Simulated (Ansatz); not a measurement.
# Cu₂O — ⁶³Cu NMR of the central transition

Cell: an entry of the Crystallography Open Database (COD) whose atoms were relaxed with PBE, the cell held.

Space group Pn-3m:1 (No. 224); a = 4.2600 Å.

| site | Wyckoff | site symmetry | x | y | z |
| --- | --- | --- | --- | --- | --- |
| Cu | 4b | .-3m | 0.2500 | 0.2500 | 0.2500 |
| O | 2a | -43m | 0.0000 | 0.0000 | 0.0000 |

One atom of each set is listed.

Level of theory: DFT, r2SCAN, plane waves and PAW, scalar-relativistic, 500 eV cutoff, Γ-centred 7×7×7 k-points, Fermi–Dirac smearing 0.02 eV (Ansatz 0.2.0).

⁶³Cu has I = 3/2 and Q = -220.0 mb (Pyykkö 2018); at 16.4 T its Larmor frequency is ν₀ = 185.3 MHz. Only the quadrupole interaction is simulated: positions count from each site's isotropic chemical shift, and shift anisotropy, dipolar and J coupling are left out.

Simulated pattern of one Cu site (static powder, Gaussian broadening 60 kHz):

(offset (kHz), height): (-850.9, 4), (-791.8, 80), (-732.7, 100), (-673.6, 64), (-614.5, 51), (-555.4, 44), (-496.3, 40), (-437.2, 38), (-378.1, 36), (-319.0, 35), (-259.9, 33), (-200.8, 33), (-141.7, 33), (-82.5, 32), (-23.4, 31), (35.7, 26), (94.8, 27), (153.9, 29), (213.0, 31), (272.1, 36), (331.2, 45), (390.3, 71), (449.4, 57), (508.5, 3)

Q: Which |C_Q| and η does the pattern imply?

A: The pattern spans 1223 kHz before broadening and its centre of gravity is at -235 kHz, which fixes P_Q; the places of the horns and steps fix η. That gives P_Q = 41.7 MHz, |C_Q| = 41.7 MHz and η = 0.00. The sign of C_Q can't be read from the pattern.

An axis of threefold or higher order runs through Cu, so V_zz lies along it and η is zero.

Semilocal functionals underestimate gradients at Cu(I) with two or three neighbours, in Cu₂O by a fifth to nearly a half.

The run took 2.1 s of wall time (6.8 s of CPU time) and 0.66 GiB at its peak, on 4 threads of Intel Xeon 6975P-C (Granite Rapids) (x86_64; 32 cores open to the job, memory cap 10.0 GiB, no GPU), a shared host with a load of 0.3 a core.
